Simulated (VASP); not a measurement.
# InSb3 (Pm-3m) in VASP: equation of state

Aim: energy against volume of InSb3 in PBEsol, for its equilibrium volume and stiffness.

Program: VASP 6.6.1. These are calculated values, not measurements. Logs are shortened: lines on timing, memory, paths and dates and some standing lists are left out, and cuts for length are marked.

**1. The crystal as given**

Symmetry: Pm-3m, No. 221, cubic system. Conventional cell: a = 4.806 Å, b = 4.806 Å, c = 4.806 Å, α = 90.00°, β = 90.00°, γ = 90.00°. Sb (site symmetry 4/mmm) has 8 Sb at 3.40 Å and 4 In at 3.40 Å as nearest neighbours. In (site symmetry m-3m) has 12 Sb at 3.40 Å as nearest neighbours.

The cell comes from a database or a generator and needn't be the stable form of this composition.

**2. Equation of state, PBEsol, 26.09 Å³/atom (volume scaled by 0.94)**

Contents of INCAR:

```
PREC = Accurate
ENCUT = 520
EDIFF = 1E-7
ISMEAR = -1
SIGMA = 0.05
LREAL = False
LASPH = True
NELM = 80
ALGO = Normal
ISIF = 2
LWAVE = False
LCHARG = False
GGA = PS
NBANDS = 22
```

Contents of KPOINTS:

```
Automatic mesh
0
Gamma
  6 6 6
```

Contents of POSCAR:

```
InSb3
1.0
    4.7082503466      0.0000000000      0.0000000000
    0.0000000000      4.7082503466      0.0000000000
    0.0000000000      0.0000000000      4.7082503466
Sb In
3 1
Direct
    0.5000000000      0.5000000000      0.0000000000
    0.0000000000      0.5000000000      0.5000000000
    0.5000000000      0.0000000000      0.5000000000
    0.0000000000      0.0000000000      0.0000000000
```

Potentials or basis: VASP PAW PBE potentials, release 64 (Sb, In_d).

Run with:

```console
$ cat potpaw_PBE.64/Sb/POTCAR potpaw_PBE.64/In_d/POTCAR > POTCAR
$ mpirun -np 1 vasp_std > vasp.out
```

OUTCAR:

```text
PREC = Accurate
   ENCUT = 520
   EDIFF = 1E-7
   ISMEAR = -1
   LREAL = False
   LASPH = True
   NELM = 80
   ISIF = 2
   GGA = PS

 Found     20 irreducible k-points:

 Following reciprocal coordinates:
            Coordinates               Weight
  0.000000  0.000000  0.000000      1.000000
  0.166667  0.000000  0.000000      6.000000
  0.333333  0.000000  0.000000      6.000000
  0.500000  0.000000  0.000000      3.000000
  0.166667  0.166667  0.000000     12.000000
  0.333333  0.166667  0.000000     24.000000
   k-points           NKPTS =     20   k-points in BZ     NKDIM =     20   number of bands    NBANDS=     22
   number of dos      NEDOS =    301   number of ions     NIONS =      4
   total plane-waves  NPLWV =  46656
   dimension x,y,z NGX =    36 NGY =   36 NGZ =   36
   dimension x,y,z NGXF=    72 NGYF=   72 NGZF=   72
   ions per type =               3   1
   NGX,Y,Z   is equivalent  to a cutoff of  12.71, 12.71, 12.71 a.u.
   NGXF,Y,Z  is equivalent  to a cutoff of  25.42, 25.42, 25.42 a.u.
 SYSTEM =  unknown system
   PREC   = accura    normal or accurate (medium, high low for compatibility)
   ISTART =      0    job   : 0-new  1-cont  2-samecut
   ICHARG =      2    charge: 1-file 2-atom 10-const
   ISPIN  =      1    spin polarized calculation?
   LNONCOLLINEAR =      F non collinear calculations
   LSORBIT =      F    spin-orbit coupling
   LASPH  =      T    aspherical Exc in radial PAW
   ENCUT  =  520.0 eV  38.22 Ry    6.18 a.u.   8.75  8.75  8.75*2*pi/ulx,y,z
   NELM   =     80;   NELMIN=  2; NELMDL= -5     # of ELM steps
   EDIFF  = 0.1E-06   stopping-criterion for ELM
   LREAL  =      F    real-space projection
   EDIFFG = 0.1E-05   stopping-criterion for IOM
   NSW    =      0    number of steps for IOM
   IBRION =     -1    ionic relax: 0-MD 1-quasi-New 2-CG
   NFREE  =      0    steps in history (QN), initial steepest desc. (CG)
   ISIF   =      2    stress and relaxation
   ISYM   =      2    0-nonsym 1-usesym 2-fastsym
   POTIM  = 0.5000    time-step for ionic-motion
   TEBEG  =    0.0;   TEEND  =   0.0 temperature during run
   PSTRESS=    0.0 pullay stress
   NELECT =      28.0000    total number of electrons
   NUPDOWN=      -1.0000    fix difference up-down
   EMIN   =  10.00;   EMAX   =-10.00  energy-range for DOS
   EFERMI =   0.00;   METHOD = LEGACY
   ISMEAR =    -1;   SIGMA  =   0.05  broadening in eV -4-tet -1-fermi 0-gaus
   EFERMI_NEDOS =   21; number of points for ismear=-14 and -15
   IALGO  =     38    algorithm
   IMIX   =      4    mixing-type and parameters
     AMIX     =   0.40;   BMIX     =  1.00
     AMIX_MAG =   1.60;   BMIX_MAG =  1.00
  volume/ion in A,a.u.               =      26.09       176.08
  Fermi-wavevector in a.u.,A,eV,Ry     =   1.055848  1.995263 15.167971  1.114814
  Thomas-Fermi vector in A             =   2.191061
   LORBIT       =      0    0 simple, 1 ext, 2 COOP (PROOUT), +10 PAW based schemes
   GGA     = PS    functional components
   LHFCALC =     F    Hartree Fock is set to
   AEXX    =    0.0000 exact exchange contribution
   IVDW    =     0    specifies the selected vdW correction
   LEPSILON=     F    determine dielectric tensor
   LRPA    =     F    only Hartree local field effects (RPA)
 non-spin polarized calculation
  energy-cutoff  :      520.00
  volume of cell :      104.37
 maximum number of plane-waves:      2832
 NGX is ok and might be reduce to    36
   NGX = 17   NGY = 17   NGZ = 17

 number of electron      28.0000007 magnetization

 Free energy of the ion-electron system (eV)
  ---------------------------------------------------
  ext. energy  EPLUGINS =         0.00000000
  ---------------------------------------------------
  free energy    TOTEN  =       -16.06431537 eV

  energy without entropy =      -16.04262927  energy(sigma->0) =      -16.05347232

 E-fermi :   8.4410     XC(G=0): -10.4532

 val. band max:        8.4405699232   @ k =   0.1667   0.0000   0.0000
 cond. band min:       8.4569481239   @ k =   0.1667   0.1667   0.1667
 fundamental gap:      0.0163782006
 Fermi energy:         8.4410018272

 k-point     1 :       0.0000    0.0000    0.0000
  band No.  band energies     occupation
      1      -6.0273      2.00000
      2      -6.0273      2.00000
      3      -6.0045      2.00000
      4      -6.0045      2.00000
      5      -6.0045      2.00000
      6      -4.1737      2.00000
[... 14 lines left out ...]
     21      13.5484      0.00000
     22      13.6672      0.00000

 k-point     2 :       0.1667    0.0000    0.0000
  band No.  band energies     occupation
      1      -6.0253      2.00000
      2      -6.0221      2.00000
      3      -6.0084      2.00000
      4      -6.0084      2.00000
      5      -6.0044      2.00000
      6      -3.9936      2.00000
[... 14 lines left out ...]
     21      14.2893      0.00000
     22      14.4705      0.00000

 k-point     3 :       0.3333    0.0000    0.0000
  band No.  band energies     occupation
      1      -6.0215      2.00000
      2      -6.0163      2.00000
      3      -6.0163      2.00000
      4      -6.0121      2.00000
      5      -6.0042      2.00000
      6      -3.4706      2.00000
[... 14 lines left out ...]
     21      13.3598      0.00000
     22      14.1831      0.00000

 k-point     4 :       0.5000    0.0000    0.0000
  band No.  band energies     occupation
      1      -6.0202      2.00000
      2      -6.0202      2.00000
      3      -6.0195      2.00000
      4      -6.0073      2.00000
      5      -6.0041      2.00000
      6      -2.9014      2.00000
[... 14 lines left out ...]
     21      12.6066      0.00000
     22      14.5537      0.00000

 k-point     5 :       0.1667    0.1667    0.0000
  band No.  band energies     occupation
      1      -6.0223      2.00000
      2      -6.0181      2.00000
      3      -6.0137      2.00000
      4      -6.0086      2.00000
      5      -6.0080      2.00000
      6      -3.8127      2.00000
[... 14 lines left out ...]
     21      13.7863      0.00000
     22      14.4888      0.00000

 k-point     6 :       0.3333    0.1667    0.0000
  band No.  band energies     occupation
      1      -6.0250      2.00000
      2      -6.0176      2.00000
      3      -6.0159      2.00000
      4      -6.0080      2.00000
      5      -6.0079      2.00000
      6      -3.2886      2.00000
[... 14 lines left out ...]
     21      14.4386      0.00000
     22      15.2283      0.00000

 [... further k-points ...]

------------------------ aborting loop because EDIFF is reached ----------------------------------------

  FORCE on cell =-STRESS in cart. coord.  units (eV):
  Direction    XX          YY          ZZ          XY          YZ          ZX
  --------------------------------------------------------------------------------------
  -------------------------------------------------------------------------------------
  Total        0.4545217      0.4545217      0.4545217      0.0000000     -0.0000000     -0.0000000
  in kB        6.9772872      6.9772872      6.9772872      0.0000000     -0.0000000     -0.0000000
  external PRESSURE =       6.9772872 kB  Pullay stress =       0.0000000 kB

 VOLUME and BASIS-vectors are now :
 -----------------------------------------------------------------------------
  energy-cutoff  :      520.00
  volume of cell :      104.37
      direct lattice vectors                 reciprocal lattice vectors
     4.708250347  0.000000000  0.000000000     0.212393124  0.000000000  0.000000000
     0.000000000  4.708250347  0.000000000     0.000000000  0.212393124  0.000000000
     0.000000000  0.000000000  4.708250347     0.000000000  0.000000000  0.212393124

 POSITION                                       TOTAL-FORCE (eV/Angst)
 -----------------------------------------------------------------------------------
      2.35413      2.35413      0.00000         0.000000      0.000000      0.000000
      0.00000      2.35413      2.35413         0.000000      0.000000      0.000000
      2.35413      0.00000      2.35413         0.000000      0.000000      0.000000
      0.00000      0.00000      0.00000         0.000000      0.000000      0.000000
 -----------------------------------------------------------------------------------
    total drift:                               -0.000000     -0.000000     -0.000000

  FREE ENERGIE OF THE ION-ELECTRON SYSTEM (eV)
  ---------------------------------------------------
  free  energy   TOTEN  =       -16.0643153731 eV

  energy  without entropy=      -16.0426292653  energy(sigma->0) =      -16.05347232
```

Run time: 23 s. Hardware: 1 thread of AMD EPYC 9R14 (Zen 4), shared host; peak memory 0.19 GiB.

What came out:

```yaml
Free_energy: -16.0643 eV
Pressure: 0.7 GPa
Band_gap_on_the_k_mesh: none (metal or under the smearing width)
```

Caveat: the PAW data sets were made with another functional, which shifts forces and pressure a little.

**3. Equation of state, PBEsol, 26.65 Å³/atom (volume scaled by 0.96)**

INCAR is that of step 2.

KPOINTS is that of step 2.

Contents of POSCAR:

```
InSb3
1.0
    4.7414081316      0.0000000000      0.0000000000
    0.0000000000      4.7414081316      0.0000000000
    0.0000000000      0.0000000000      4.7414081316
Sb In
3 1
Direct
    0.5000000000      0.5000000000      0.0000000000
    0.0000000000      0.5000000000      0.5000000000
    0.5000000000      0.0000000000      0.5000000000
    0.0000000000      0.0000000000      0.0000000000
```

Potentials or basis: VASP PAW PBE potentials, release 64 (Sb, In_d).

Run with:

```console
$ cat potpaw_PBE.64/Sb/POTCAR potpaw_PBE.64/In_d/POTCAR > POTCAR
$ mpirun -np 1 vasp_std > vasp.out
```

It took 22 s on 1 thread of AMD EPYC 9R14 (Zen 4), shared host; peak memory 0.19 GiB.

Results (log left out):

| Quantity | Value |
| --- | --- |
| Free energy | -16.0653 eV |
| Pressure | -0.6 GPa |
| Band gap on the k mesh | none (metal or under the smearing width) |

Caveat: the PAW data sets were made with another functional, which shifts forces and pressure a little.

**4. Equation of state, PBEsol, 27.20 Å³/atom (volume scaled by 0.98)**

INCAR is that of step 3.

KPOINTS is that of step 3.

Contents of POSCAR:

```
InSb3
1.0
    4.7741085314      0.0000000000      0.0000000000
    0.0000000000      4.7741085314      0.0000000000
    0.0000000000      0.0000000000      4.7741085314
Sb In
3 1
Direct
    0.5000000000      0.5000000000      0.0000000000
    0.0000000000      0.5000000000      0.5000000000
    0.5000000000      0.0000000000      0.5000000000
    0.0000000000      0.0000000000      0.0000000000
```

Run with:

```console
$ cat potpaw_PBE.64/Sb/POTCAR potpaw_PBE.64/In_d/POTCAR > POTCAR
$ mpirun -np 1 vasp_std > vasp.out
```

Run time: 23 s. Hardware: 1 thread of AMD EPYC 9R14 (Zen 4), shared host; peak memory 0.19 GiB.

The run converged. Its results:

| Quantity | Value |
| --- | --- |
| Free energy | -16.0496 eV |
| Pressure | -1.7 GPa |
| Band gap on the k mesh | none (metal or under the smearing width) |

Caveat: the PAW data sets were made with another functional, which shifts forces and pressure a little.

**5. Equation of state, PBEsol, 28.31 Å³/atom (volume scaled by 1.02)**

INCAR is that of step 4.

KPOINTS is that of step 4.

Contents of POSCAR:

```
InSb3
1.0
    4.8381981727      0.0000000000      0.0000000000
    0.0000000000      4.8381981727      0.0000000000
    0.0000000000      0.0000000000      4.8381981727
Sb In
3 1
Direct
    0.5000000000      0.5000000000      0.0000000000
    0.0000000000      0.5000000000      0.5000000000
    0.5000000000      0.0000000000      0.5000000000
    0.0000000000      0.0000000000      0.0000000000
```

Run with:

```console
$ cat potpaw_PBE.64/Sb/POTCAR potpaw_PBE.64/In_d/POTCAR > POTCAR
$ mpirun -np 1 vasp_std > vasp.out
```

It took 24 s on 1 thread of AMD EPYC 9R14 (Zen 4), shared host; peak memory 0.19 GiB.

It converged, with:

```yaml
Free_energy: -15.9758 eV
Pressure: -3.6 GPa
Band_gap_on_the_k_mesh: none (metal or under the smearing width)
```

Caveat: the PAW data sets were made with another functional, which shifts forces and pressure a little.

**6. Equation of state, PBEsol, 28.87 Å³/atom (volume scaled by 1.04)**

INCAR is that of step 5.

KPOINTS is that of step 5.

Contents of POSCAR:

```
InSb3
1.0
    4.8696159243      0.0000000000      0.0000000000
    0.0000000000      4.8696159243      0.0000000000
    0.0000000000      0.0000000000      4.8696159243
Sb In
3 1
Direct
    0.5000000000      0.5000000000      0.0000000000
    0.0000000000      0.5000000000      0.5000000000
    0.5000000000      0.0000000000      0.5000000000
    0.0000000000      0.0000000000      0.0000000000
```

Potentials or basis: VASP PAW PBE potentials, release 64 (Sb, In_d).

Run with:

```console
$ cat potpaw_PBE.64/Sb/POTCAR potpaw_PBE.64/In_d/POTCAR > POTCAR
$ mpirun -np 1 vasp_std > vasp.out
```

Wall time 25 s (1 thread of AMD EPYC 9R14 (Zen 4), shared host); peak memory 0.19 GiB.

The run converged. Its results:

```yaml
Free_energy: -15.9209 eV
Pressure: -4.3 GPa
Band_gap_on_the_k_mesh: none (metal or under the smearing width)
```

Caveat: the PAW data sets were made with another functional, which shifts forces and pressure a little.

**7. Equation of state, PBEsol, 29.42 Å³/atom (volume scaled by 1.06)**

INCAR is that of step 6.

KPOINTS is that of step 6.

Contents of POSCAR:

```
InSb3
1.0
    4.9006334225      0.0000000000      0.0000000000
    0.0000000000      4.9006334225      0.0000000000
    0.0000000000      0.0000000000      4.9006334225
Sb In
3 1
Direct
    0.5000000000      0.5000000000      0.0000000000
    0.0000000000      0.5000000000      0.5000000000
    0.5000000000      0.0000000000      0.5000000000
    0.0000000000      0.0000000000      0.0000000000
```

Run with:

```console
$ cat potpaw_PBE.64/Sb/POTCAR potpaw_PBE.64/In_d/POTCAR > POTCAR
$ mpirun -np 1 vasp_std > vasp.out
```

It took 25 s on 1 thread of AMD EPYC 9R14 (Zen 4), shared host; peak memory 0.2 GiB.

It converged, with:

* Free energy: -15.8562 eV
* Pressure: -5.0 GPa
* Band gap on the k mesh: none (metal or under the smearing width)

Caveat: the PAW data sets were made with another functional, which shifts forces and pressure a little.

**8. Equation of state, PBEsol**

Potentials or basis: VASP PAW PBE potentials, release 64 (Sb, In_d).

No new run: the results of the series are fitted here.

Results:

```
Equilibrium volume                      : 26.40 Å³/atom
Bulk modulus                            : 61 GPa
Pressure derivative of the bulk modulus : 5.1
```

Energy against volume, from the lowest point:
| volume (Å³/atom) | energy (meV/atom) |
| --- | --- |
| 26.093 | 0.24 |
| 26.648 | 0.00 |
| 27.203 | 3.92 |
| 27.758 | 11.52 |
| 28.313 | 22.38 |
| 28.868 | 36.09 |
| 29.424 | 52.26 |

Caveat: the PAW data sets were made with another functional, which shifts forces and pressure a little. The run has no spin-orbit coupling, so splittings on Sb are missing.
